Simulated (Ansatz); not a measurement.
# Iridium, diamond under r²SCAN: from relaxation to bulk modulus, part 1 of 2

What does r²SCAN give for iridium in the diamond structure? We relax it, solve it on a dense k-mesh, switch on spin-orbit coupling, then scale the cell to 7 volumes from 88 to 112 % of the relaxed one and try a fit of the equation of state. The k-meshes are 10×10×10 for the relaxation; 16×16×16 for the dense run; 10×10×10 for spin-orbit coupling; 11×11×11 for the volumes.

This is Ir in the diamond structure; at room conditions it is fcc.

Method: DFT r2SCAN, plane waves (500 eV) with PAW, scalar-relativistic; PBE-made PAW files, in Ansatz 0.2.0.

## (1) The starting structure

Symmetry: Fd-3m, No. 227, cubic system. The conventional cell has a = 5.346 Å, b = 5.346 Å, c = 5.346 Å, α = 90.00°, β = 90.00°, γ = 90.00°. Ir (site symmetry -43m) is surrounded by 4 Ir at 2.32 Å.

Coordinates:

```xyz
2
Lattice="0.0000 2.6731 2.6731 2.6731 0.0000 2.6731 2.6731 2.6731 0.0000" Properties=species:S:1:pos:R:3 pbc="T T T"
Ir    0.6683    0.6683    0.6683
Ir    4.6780    4.6780    4.6780
```

## (2) Geometry optimisation

Input file input.yaml:

```yaml
crystal:
  lattice:
    - [0.0, 2.6731374252, 2.6731374252]
    - [2.6731374252, 0.0, 2.6731374252]
    - [2.6731374252, 2.6731374252, 0.0]
  atoms:
    - { symbol: Ir, position: [0.125, 0.125, 0.125] }
    - { symbol: Ir, position: [0.875, 0.875, 0.875] }
hamiltonian:
  xc: r2scan
  pseudopotentials:
    kind: paw
    azcp:
      Ir: "pseudopotentials/Ir.paw.azcp"
basis:
  ecutwfc: 500
  fft_grid_basis: typed
kpoints:
  mp_grid: { grid: [10, 10, 10], shift: [0, 0, 0] }
magnetization:
  spin_polarized: false
scf:
  occupations: { method: fermi_dirac, width: 0.1 }
relax:
  max_steps: 60
  f_tol: 0.01
  cell: {}
```

Command:

```
> ansatz run input.yaml --threads 1 --pin off --max-ram 3584MiB --backend cpu --events-out ev --progress --plain --runs-dir out
```

The program printed:

```text
Engine: ansatz 0.2.0, x86_64-unknown-linux-gnu
Pseudopotentials: kind: paw
Pseudopotential: Ir, paw, valence charge 17, recommended cutoff 500 eV (meta_gga), <dir>
Functional definition: r2SCAN
  parameter k0 = 0.174
  parameter k1 = 0.065
  parameter a1 = 4.9479
  exchange = r2scan_x(k0 = k0, k1 = k1, a1 = a1)
  correlation = r2scan_c
Crystal: 2 atoms, lattice volume = 38.203 Å³
Basis set: ecut = 500 eV, 941 PW (Γ), exchange–correlation on 120×120×120 points (64 copies of the dense FFT grid, shifted against one another)
Bands: 21, of which v1, the nominal top of the filled ones, is band 17 counted from 1 (16 counted from 0)
Symmetry: 48 space group operations
Space group: Fd-3m (ITA 227), of the structure as read, at distance tolerance 3.4e-5 Å
k-points: 47 of 1000
Non-local potential: Ir, projectors of the file, l = 0: 3, l = 1: 2, l = 2: 2, l = 3: 1
PAW form: soft (Blöchl's): semilocal exchange-correlation on the pseudo side does not see the compensation charge
PAW frozen core: Ir, regenerated for the run's functional (the file was generated under x = pbe(κ = 0.804, μ = 0.2195149727645171), c = pbe(β = 0.06672455060314922))
PAW one-centre angular grid: Ir, 590 points (default); XC on 160 Gauss nodes
Initial density: superposition of atomic densities (neutral atoms: chi_scale 0, normalization atom), corrected by the library's trained network
Initial wavefunctions: pseudopotential atomic-orbital guess
Functional: x = r2scan, c = r2scan; τ floored in thin density (d = 2e-4 eV/Å³)
SCF iter   1: F=—  HF=-23895.159628 eV  |F-HF|=—  |Δ(HF+E_count)|=         —  Δρ=1.76e-2  dr2=9.78e-2  dr2_τ=1.13e-1  ethr=1.77e-3  ⟨swp⟩=5.4  Hψ=4331  notcnv=0
preconditioner: auto → Kerker (q_TF=auto, 2.676 Å⁻¹)  [metal: Δε(μ)=0.201 eV  Ē_g=7.681 eV  σ=0.100 eV  W_gap=0.40  n_scr=14 (ndim 8)  ℏωp=25.5 eV  f_vac=0.005  D(μ)=1.80/eV (n_scr^D=14)]
SCF iter   2: F=—  HF=-23895.167785 eV  |F-HF|=—  |Δ(HF+E_count)|=   8.16e-3  Δρ=9.24e-3  dr2=2.64e-2  dr2_τ=2.14e-3  ethr=2.88e-4  ⟨swp⟩=2.0  Hψ=1489  notcnv=0
SCF iter   3: F=—  HF=-23895.166103 eV  |F-HF|=—  |Δ(HF+E_count)|=   1.68e-3  Δρ=1.61e-3  dr2=1.04e-3  dr2_τ=7.91e-5  ethr=7.75e-5  ⟨swp⟩=2.0  Hψ=1425  notcnv=0
SCF iter   4: F=—  HF=-23895.166249 eV  |F-HF|=—  |Δ(HF+E_count)|=   1.46e-4  Δρ=4.47e-4  dr2=1.32e-4  dr2_τ=3.66e-6  ethr=3.05e-6  ⟨swp⟩=2.3  Hψ=1602  notcnv=0
SCF iter   5: F=—  HF=-23895.166270 eV  |F-HF|=—  |Δ(HF+E_count)|=   2.09e-5  Δρ=1.80e-4  dr2=6.87e-6  dr2_τ=1.26e-6  ethr=3.90e-7  ⟨swp⟩=2.0  Hψ=1411  notcnv=0
SCF iter   6: F=—  HF=-23895.166279 eV  |F-HF|=—  |Δ(HF+E_count)|=   9.07e-6  Δρ=2.49e-5  dr2=1.49e-7  dr2_τ=1.72e-8  ethr=2.02e-8  ⟨swp⟩=2.1  Hψ=1414  notcnv=0
SCF iter   7: F=-23895.166279 eV  HF=-23895.166279 eV  |F-HF|=5.10e-9  |Δ(HF+E_count)|=   2.15e-7  Δρ=3.42e-6  dr2=2.37e-9  dr2_τ=3.35e-10  ethr=2.94e-10  ⟨swp⟩=4.0  Hψ=3230  notcnv=0
SCF 1 converged in 7 iterations: F = -23895.166279 eV  dr2 = 2.37e-9
relax step   1: F+E_penalty+E_count = -23895.16627929 eV  Δ(F+E_penalty+E_count) = +0.000e0 eV  max|allowed force component| = 9.252e-18 eV/Å  Δτ_max = 0.0000 Å  P = +25.736 GPa  Ω = 38.203 Å³  (7 SCF iters, dr2 threshold 1.00e-7 eV, accepted)
Crystal: 2 atoms, lattice volume = 44.067 Å³
Basis set: ecut = 500 eV, 1139 PW (Γ), exchange–correlation on 120×120×120 points (64 copies of the dense FFT grid, shifted against one another)
Initial density: handed on by an earlier stage of this run
Initial wavefunctions: those handed on with the density
iter 1 solved again at ethr=8.48e-5 eV; its pass at ethr=3.10e-3 eV (dr2=2.88e-2 eV) is discarded
SCF iter   1: F=—  HF=-23894.192670 eV  |F-HF|=—  |Δ(HF+E_count)|=         —  Δρ=1.07e-2  dr2=3.11e-2  dr2_τ=1.56e0  ethr=8.48e-5  ⟨swp⟩=1.0  Hψ=5198  notcnv=0
preconditioner: auto → LDOS  [metal: Δε(μ)=0.034 eV  Ē_g=6.446 eV  σ=0.100 eV  W_gap=0.08  n_scr=14 (ndim 8)  ℏωp=23.7 eV  f_vac=0.027  D(μ)=2.18/eV (n_scr^D=14)  β→1.0]
SCF iter   2: F=—  HF=-23895.430853 eV  |F-HF|=—  |Δ(HF+E_count)|=    1.24e0  Δρ=1.31e-2  dr2=7.57e-2  dr2_τ=1.59e-2  ethr=8.48e-5  ⟨swp⟩=2.1  Hψ=1976  notcnv=0  recentre
SCF iter   3: F=—  HF=-23895.409187 eV  |F-HF|=—  |Δ(HF+E_count)|=   2.17e-2  Δρ=4.01e-3  dr2=8.59e-3  dr2_τ=1.08e-3  ethr=8.48e-5  ⟨swp⟩=2.8  Hψ=2225  notcnv=0
SCF iter   4: F=—  HF=-23895.409003 eV  |F-HF|=—  |Δ(HF+E_count)|=   1.84e-4  Δρ=4.34e-3  dr2=7.05e-3  dr2_τ=1.45e-3  ethr=2.53e-5  ⟨swp⟩=2.0  Hψ=1713  notcnv=0
SCF iter   5: F=—  HF=-23895.408561 eV  |F-HF|=—  |Δ(HF+E_count)|=   4.42e-4  Δρ=3.40e-3  dr2=4.55e-3  dr2_τ=2.64e-4  ethr=2.07e-5  ⟨swp⟩=1.0  Hψ=995  notcnv=0
SCF iter   6: F=—  HF=-23895.407782 eV  |F-HF|=—  |Δ(HF+E_count)|=   7.79e-4  Δρ=1.66e-3  dr2=1.16e-3  dr2_τ=7.42e-5  ethr=1.34e-5  ⟨swp⟩=1.5  Hψ=1185  notcnv=0
SCF iter   7: F=—  HF=-23895.407515 eV  |F-HF|=—  |Δ(HF+E_count)|=   2.67e-4  Δρ=4.89e-4  dr2=1.03e-4  dr2_τ=7.36e-6  ethr=3.40e-6  ⟨swp⟩=2.2  Hψ=1431  notcnv=0
SCF iter   8: F=—  HF=-23895.407490 eV  |F-HF|=—  |Δ(HF+E_count)|=   2.52e-5  Δρ=9.49e-5  dr2=3.94e-6  dr2_τ=3.28e-7  ethr=3.04e-7  ⟨swp⟩=2.0  Hψ=1385  notcnv=0
SCF iter   9: F=-23895.407489 eV  HF=-23895.407489 eV  |F-HF|=3.40e-8  |Δ(HF+E_count)|=   1.03e-6  Δρ=1.07e-5  dr2=4.74e-8  dr2_τ=4.88e-9  ethr=5.88e-10  ⟨swp⟩=3.0  Hψ=4212  notcnv=0
SCF 2 converged in 9 iterations: F = -23895.407489 eV  dr2 = 4.74e-8
relax step   2: F+E_penalty+E_count = -23895.40748859 eV  Δ(F+E_penalty+E_count) = -2.412e-1 eV  max|allowed force component| = 1.272e-17 eV/Å  Δτ_max = 0.0000 Å  P = -7.825 GPa  Ω = 44.067 Å³  energy of the carried Pulay correction = -3.521e-3 eV  (9 SCF iters, dr2 threshold 2.00e-7 eV, accepted)
Crystal: 2 atoms, lattice volume = 42.544 Å³
Basis set: ecut = 500 eV, 1067 PW (Γ), exchange–correlation on 120×120×120 points (64 copies of the dense FFT grid, shifted against one another)
iter 1 solved again at ethr=2.90e-6 eV; its pass at ethr=3.10e-3 eV (dr2=9.87e-4 eV) is discarded
SCF iter   1: F=—  HF=-23895.381611 eV  |F-HF|=—  |Δ(HF+E_count)|=         —  Δρ=2.05e-3  dr2=8.88e-4  dr2_τ=8.58e-2  ethr=2.90e-6  ⟨swp⟩=2.5  Hψ=5861  notcnv=0
preconditioner: auto → Kerker (q_TF=auto, 2.628 Å⁻¹)  [metal: Δε(μ)=0.186 eV  Ē_g=6.834 eV  σ=0.100 eV  W_gap=0.39  n_scr=14 (ndim 8)  ℏωp=24.2 eV  f_vac=0.009  D(μ)=2.05/eV (n_scr^D=14)]
SCF iter   2: F=—  HF=-23895.454038 eV  |F-HF|=—  |Δ(HF+E_count)|=   7.24e-2  Δρ=1.18e-3  dr2=7.04e-4  dr2_τ=1.40e-4  ethr=2.61e-6  ⟨swp⟩=2.0  Hψ=1843  notcnv=0
SCF iter   3: F=—  HF=-23895.454013 eV  |F-HF|=—  |Δ(HF+E_count)|=   2.56e-5  Δρ=8.11e-4  dr2=3.34e-4  dr2_τ=1.23e-5  ethr=2.07e-6  ⟨swp⟩=1.0  Hψ=987  notcnv=0
SCF iter   4: F=—  HF=-23895.454025 eV  |F-HF|=—  |Δ(HF+E_count)|=   1.21e-5  Δρ=3.23e-4  dr2=3.95e-5  dr2_τ=2.05e-6  ethr=9.81e-7  ⟨swp⟩=2.0  Hψ=1362  notcnv=0
SCF iter   5: F=—  HF=-23895.454031 eV  |F-HF|=—  |Δ(HF+E_count)|=   5.81e-6  Δρ=1.93e-4  dr2=1.61e-5  dr2_τ=1.84e-6  ethr=1.16e-7  ⟨swp⟩=2.0  Hψ=1411  notcnv=0
SCF iter   6: F=—  HF=-23895.454029 eV  |F-HF|=—  |Δ(HF+E_count)|=   1.41e-6  Δρ=7.14e-5  dr2=1.98e-6  dr2_τ=1.87e-7  ethr=4.74e-8  ⟨swp⟩=2.1  Hψ=1347  notcnv=0
SCF iter   7: F=-23895.454029 eV  HF=-23895.454029 eV  |F-HF|=1.32e-9  |Δ(HF+E_count)|=   1.01e-7  Δρ=2.59e-6  dr2=1.12e-9  dr2_τ=7.31e-10  ethr=5.88e-10  ⟨swp⟩=3.0  Hψ=4068  notcnv=0
SCF 3 converged in 7 iterations: F = -23895.454029 eV  dr2 = 1.12e-9
relax step   3: F+E_penalty+E_count = -23895.45402932 eV  Δ(F+E_penalty+E_count) = -4.654e-2 eV  max|allowed force component| = 2.082e-17 eV/Å  Δτ_max = 0.0000 Å  P = -1.565 GPa  Ω = 42.544 Å³  energy of the carried Pulay correction = -2.656e-3 eV  (7 SCF iters, dr2 threshold 2.00e-7 eV, accepted)
Crystal: 2 atoms, lattice volume = 42.212 Å³
iter 1 solved again at ethr=9.00e-8 eV; its pass at ethr=3.10e-3 eV (dr2=3.06e-5 eV) is discarded
SCF iter   1: F=—  HF=-23895.452137 eV  |F-HF|=—  |Δ(HF+E_count)|=         —  Δρ=4.78e-4  dr2=4.98e-5  dr2_τ=4.34e-3  ethr=9.00e-8  ⟨swp⟩=3.4  Hψ=5768  notcnv=0
preconditioner: auto → Kerker (q_TF=auto, 2.632 Å⁻¹)  [metal: Δε(μ)=0.188 eV  Ē_g=6.879 eV  σ=0.100 eV  W_gap=0.39  n_scr=14 (ndim 8)  ℏωp=24.2 eV  f_vac=0.009  D(μ)=2.03/eV (n_scr^D=14)]
SCF iter   2: F=—  HF=-23895.455870 eV  |F-HF|=—  |Δ(HF+E_count)|=   3.73e-3  Δρ=2.83e-4  dr2=4.23e-5  dr2_τ=9.13e-6  ethr=9.00e-8  ⟨swp⟩=2.3  Hψ=1911  notcnv=0
SCF iter   3: F=—  HF=-23895.455867 eV  |F-HF|=—  |Δ(HF+E_count)|=   3.07e-6  Δρ=1.96e-4  dr2=2.03e-5  dr2_τ=7.96e-7  ethr=9.00e-8  ⟨swp⟩=1.0  Hψ=987  notcnv=0
SCF iter   4: F=—  HF=-23895.455867 eV  |F-HF|=—  |Δ(HF+E_count)|=   2.54e-7  Δρ=8.63e-5  dr2=2.69e-6  dr2_τ=1.39e-7  ethr=5.97e-8  ⟨swp⟩=2.0  Hψ=1373  notcnv=0
SCF iter   5: F=—  HF=-23895.455868 eV  |F-HF|=—  |Δ(HF+E_count)|=   7.46e-7  Δρ=6.58e-5  dr2=2.00e-6  dr2_τ=2.29e-7  ethr=7.90e-9  ⟨swp⟩=2.0  Hψ=1415  notcnv=0
SCF iter   6: F=—  HF=-23895.455867 eV  |F-HF|=—  |Δ(HF+E_count)|=   2.99e-7  Δρ=2.80e-5  dr2=3.34e-7  dr2_τ=3.04e-8  ethr=5.87e-9  ⟨swp⟩=2.4  Hψ=1363  notcnv=0
SCF iter   7: F=-23895.455867 eV  HF=-23895.455867 eV  |F-HF|=1.38e-10  |Δ(HF+E_count)|=   5.24e-8  Δρ=8.35e-7  dr2=1.45e-10  dr2_τ=1.00e-10  ethr=5.88e-10  ⟨swp⟩=4.0  Hψ=3224  notcnv=0
SCF 4 converged in 7 iterations: F = -23895.455867 eV  dr2 = 1.45e-10
relax step   4: F+E_penalty+E_count = -23895.45586716 eV  Δ(F+E_penalty+E_count) = -1.838e-3 eV  max|allowed force component| = 1.966e-17 eV/Å  Δτ_max = 0.0000 Å  P = -0.011 GPa  Ω = 42.212 Å³  energy of the carried Pulay correction = -2.463e-3 eV  (7 SCF iters, dr2 threshold 2.00e-7 eV, accepted)
Initial wavefunctions: pseudopotential atomic-orbital guess (no wavefunctions were taken with the density)
iter 1 solved again at ethr=1.43e-7 eV; its pass at ethr=3.10e-3 eV (dr2=4.87e-5 eV) is discarded
SCF iter   1: F=—  HF=-23895.458150 eV  |F-HF|=—  |Δ(HF+E_count)|=         —  Δρ=5.88e-4  dr2=9.22e-6  dr2_τ=8.94e-5  ethr=1.43e-7  ⟨swp⟩=3.0  Hψ=6658  notcnv=0
preconditioner: auto → LDOS  [metal: Δε(μ)=0.188 eV  Ē_g=6.875 eV  σ=0.100 eV  W_gap=0.39  n_scr=14 (ndim 8)  ℏωp=24.2 eV  f_vac=0.011  D(μ)=2.03/eV (n_scr^D=14)  β→1.0]
SCF iter   2: F=—  HF=-23895.458772 eV  |F-HF|=—  |Δ(HF+E_count)|=   6.21e-4  Δρ=4.24e-5  dr2=4.28e-7  dr2_τ=2.65e-7  ethr=2.71e-8  ⟨swp⟩=2.0  Hψ=1813  notcnv=0
SCF iter   3: F=—  HF=-23895.458773 eV  |F-HF|=—  |Δ(HF+E_count)|=   1.26e-6  Δρ=1.65e-5  dr2=9.89e-8  dr2_τ=4.11e-8  ethr=1.26e-9  ⟨swp⟩=2.0  Hψ=1788  notcnv=0
SCF iter   4: F=—  HF=-23895.458773 eV  |F-HF|=—  |Δ(HF+E_count)|=   9.06e-9  Δρ=1.93e-6  dr2=1.11e-9  dr2_τ=2.99e-10  ethr=2.91e-10  ⟨swp⟩=2.2  Hψ=1558  notcnv=0
SCF iter   5: F=—  HF=-23895.458773 eV  |F-HF|=—  |Δ(HF+E_count)|=   1.59e-9  Δρ=3.53e-7  dr2=3.92e-11  dr2_τ=5.60e-12  ethr=3.26e-12  ⟨swp⟩=2.2  Hψ=1743  notcnv=0
SCF iter   6: F=-23895.458773 eV  HF=-23895.458773 eV  |F-HF|=2.91e-11  |Δ(HF+E_count)|=  6.55e-11  Δρ=3.53e-8  dr2=3.97e-13  dr2_τ=1.66e-14  ethr=1.00e-12  ⟨swp⟩=5.4  Hψ=4108  notcnv=0
SCF 5 converged in 6 iterations: F = -23895.458773 eV  dr2 = 3.97e-13
relax step   5: F+E_penalty+E_count = -23895.45877296 eV  Δ(F+E_penalty+E_count) = -2.906e-3 eV  max|allowed force component| = 1.503e-17 eV/Å  Δτ_max = 0.0000 Å  P = +0.018 GPa  Ω = 42.212 Å³  stress off target by 1.85e-2 GPa  SCF on the basis re-selected at this cell (its energy is not comparable with the rows above)  (6 SCF iters)
basis re-selected at this cell: Δ(F+E_penalty+E_count) = -2.906e-3 eV, ΔP = +0.029 GPa vs the last step (what re-selecting the basis moved, of the pressure what is left beyond the Pulay correction that the steps carried, after the strain that the cell walked since its last selection, with what the two solves' SCF thresholds leave and, on support functions, any second-order correction that the steps lacked; it is no measure of the basis error at this ecutwfc). This SCF's stress stands 1.85e-2 GPa from its target on what of the cell is left free (relax.cell.stress_tol is 5.00e-2 GPa) and its largest allowed force component is 1.50e-17 eV/Å (relax.f_tol is 1.00e-2 eV/Å): within both
SCF converged after 6 iterations
Free energy (F): -23895.458773 eV
Harris-Foulkes:  -23895.458773 eV  (|F-HF|=2.91e-11)
Internal energy: -23895.392557 eV  (E = F + TS)
E sigma→0 (E₀):  -23895.425665 eV
Entropy (-TS):   -0.066216 eV (-33.108 meV/atom)
Fermi energy:    15.653276 eV
--- Per-component energies (eV) ---
  E_band       = -536.712430
  E_kinetic    = 1240.319644
  E_local      = -3619.401278  (includes V_loc(G=0)·N_el)
  E_nonlocal   = 151.408682
  E_hartree    = 1395.857552
  E_xc         = -506.968038
  E_vxc        = -661.312064  (∫ρ·V_xc dr)
  E_paw        = -18500.141351  (= ΣΔE_a)
  E_vpaw       = -480.687329  (= ΣTr[D̂ρ^β])
  E_aug_tail   = -0.000031  (compensation charges beyond the density's cutoff)
  E_vtau       = 41.244813  (kinetic-family band-sum trace: ∫τ·v_τ [+ j·A + Jᵃ·Aᵃ] dr)
  E_ewald      = -4055.833950
  E_core_change = -0.633787  (= ΣΔE_core)
  E_smearing   = -0.066216  (= −TS)
  E_closure    = -0.000000  (closes the sum)
  Σ components = -23895.458773   (vs F -23895.458773, Δ=0.00e0)
--- Forces (eV/Å), atoms counted from 1 ---
  atom   1  Ir     0.00000000    -0.00000000     0.00000000
  atom   2  Ir     0.00000000     0.00000000    -0.00000000
  max |Σ_I F_I| component: 9.25e-18 eV/Å
--- Stress (GPa, compression-positive) ---
        0.018476       0.000000      -0.000000
        0.000000       0.018476       0.000000
       -0.000000       0.000000       0.018476
  P = ⅓ Tr σ = 0.0185 GPa (0.185 kbar)
--- Relaxed structure (4 steps of the walk, 4 accepted, 1 SCFs on fresh bases) ---
  F+E_penalty+E_count = -23895.45877296 eV   max|allowed force component| = 1.503e-17 eV/Å   (the final SCF, on the basis selected at the relaxed cell)
  cell:  # Å, volume = 42.2124 Å³
    - [-3.487145168878266e-34, 2.7635681223091906, 2.7635681223091906]
    - [2.7635681223091906, 7.436058494372349e-34, 2.7635681223091906]
    - [2.7635681223091906, 2.7635681223091906, -3.789682949466096e-34]
  atoms:
    - { symbol: Ir, position: [0.125, 0.125, 0.125] }
    - { symbol: Ir, position: [0.875, 0.875, 0.875] }
```

Run time: 35 s. Hardware: 1 thread of Intel Xeon Platinum 8259CL at 2.50GHz (Skylake/Cascade Lake), shared host; peak memory 0.64 GiB.

The steps of the relaxation:

```
step  energy change (meV/atom)  largest force (eV/Å)  pressure (GPa)  volume (Å³/atom)
   1                      0.00                0.0000           25.74            19.101
   2                   -120.60                0.0000           -7.83            22.033
   3                   -143.88                0.0000           -1.56            21.272
   4                   -144.79                0.0000           -0.01            21.106
   5                   -146.25                0.0000            0.02            21.106
```

Steps that repeat a cell are solved on a basis chosen anew, so their changes of energy are no gain of the relaxation.

Changes in the cell that was computed:

|  | before | after | change |
| --- | --- | --- | --- |
| a (Å) | 3.780 | 3.908 | +3.4 % |
| b (Å) | 3.780 | 3.908 | +3.4 % |
| c (Å) | 3.780 | 3.908 | +3.4 % |
| volume (Å³/atom) | 19.101 | 21.106 | +10.5 % |
| shortest distance (Å) | 2.315 | 2.393 | +3.4 % |
| space group (spins left aside) | Fd-3m | Fd-3m | same |

## (3) Single point on a dense mesh

Input file input.yaml:

```yaml
crystal:
  lattice:
    - [0.0, 2.7635681223, 2.7635681223]
    - [2.7635681223, 0.0, 2.7635681223]
    - [2.7635681223, 2.7635681223, 0.0]
  atoms:
    - { symbol: Ir, position: [0.125, 0.125, 0.125] }
    - { symbol: Ir, position: [0.875, 0.875, 0.875] }
hamiltonian:
  xc: r2scan
  pseudopotentials:
    kind: paw
    azcp:
      Ir: "pseudopotentials/Ir.paw.azcp"
basis:
  ecutwfc: 500
  fft_grid_basis: typed
kpoints:
  mp_grid: { grid: [16, 16, 16], shift: [0, 0, 0] }
magnetization:
  spin_polarized: false
scf:
  occupations: { method: fermi_dirac, width: 0.1 }
output:
  write_density: true
  write_potential: true
  elf: true
  volumetric_format: npy
```

Command:

```
> ansatz run input.yaml --threads 1 --pin off --max-ram 3584MiB --backend cpu --events-out ev --progress --plain --runs-dir out
```

The program printed, shortened:

```text
[...]
[... 3 set-up lines as earlier in the session ...]
[...]
Crystal: 2 atoms, lattice volume = 42.212 Å³
Basis set: ecut = 500 eV, 1067 PW (Γ), exchange–correlation on 120×120×120 points (64 copies of the dense FFT grid, shifted against one another)
Bands: 21, of which v1, the nominal top of the filled ones, is band 17 counted from 1 (16 counted from 0)
[... 1 set-up line as earlier in the session ...]
Space group: Fd-3m (ITA 227), of the structure as read, at distance tolerance 3.5e-5 Å
k-points: 145 of 4096
[...]
SCF iter   1: F=—  HF=-23895.448900 eV  |F-HF|=—  |Δ(HF+E_count)|=         —  Δρ=1.55e-2  dr2=6.44e-2  dr2_τ=7.54e-2  ethr=1.77e-3  ⟨swp⟩=5.3  Hψ=13212  notcnv=0
[...]
SCF iter   6: F=-23895.458513 eV  HF=-23895.458513 eV  |F-HF|=2.98e-10  |Δ(HF+E_count)|=   2.63e-7  Δρ=2.95e-6  dr2=2.21e-9  dr2_τ=6.48e-10  ethr=2.94e-10  ⟨swp⟩=2.2  Hψ=9307  notcnv=0
[...]
SCF converged after 6 iterations
Free energy (F): -23895.458513 eV
[...]
E sigma→0 (E₀):  -23895.425995 eV
Entropy (-TS):   -0.065036 eV (-32.518 meV/atom)
Fermi energy:    15.641595 eV
[...]
--- Band table (eV; the first three rows and the last of 145) ---
  k-point 0: bands = ["-79.4752", "-79.2237", "-36.0061", "-36.0061", "-36.0061", "-35.2370", "-35.2370", "-35.2370", "7.2183", "10.1509", "10.1509", "10.6367", "10.6367", "10.6367", "13.8071", "13.8071", "13.8071", "16.4401", "16.4401", "27.0244", "27.2436"]
[...]
```

Run time: 18 s. Hardware: 1 thread of Intel Xeon Platinum 8259CL at 2.50GHz (Skylake/Cascade Lake), shared host; peak memory 0.67 GiB.

The maps below are laid out on this run's own conventional cell (a, b, c = 5.527, 5.527, 5.527 Å).

Density in a lattice plane of the grid's cell (edges 5.53 and 5.53 Å, at 0.125 of the third edge), which holds Ir.

Ten even steps from ' ' (0.04 e/Å³) to '@' (8.87 e/Å³):
```
      ..                                        
                                                
                                                
                              ..                
                          ..------..            
                        ::==##%%##==::          
                      ..--##@@@@@@##--..        
                      ..--##@@@@@@##--..        
                        ::==##%%##==::          
                          ..------..            
                              ..                
                                                
                                                
      ..                                        
  ..------..                                    
::==##%%##==::                                  
--##@@@@@@##--..                              ..
--##@@@@@@##--..                              ..
::==##%%##==::                                  
  ..------..                                    
```
Columns run along the first of these edges and rows up along the second, over one cell in 24 and 20 even steps from the bottom left corner. Atoms in the plane (fractional): Ir at (0.12, 0.12), Ir at (0.62, 0.62).

ELF in the same plane.

Ten even steps from '0' (0.05) to '9' (0.67):
```
445554444432222222223444
444444444433443334433444
443334433444444444444433
222222223444445554444432
111011123444468986444432
100000123444699999644432
100000123445898689854432
100000123445898689854432
100000123444699999644432
111011123444468986444432
222222223444445554444432
443334433444444444444433
444444444433443334433444
445554444432222222223444
468986444432111011123444
699999644432100000123444
898689854432100000123445
898689854432100000123445
699999644432100000123444
468986444432111011123444
```
Columns run along the first of these edges and rows up along the second, over one cell in 24 and 20 even steps from the bottom left corner. Atoms in the plane (fractional): Ir at (0.12, 0.12), Ir at (0.62, 0.62).

Both are smooth fields of the valence electrons: close to the nuclei they are not physical.

(Continued in part 2 of 2.)
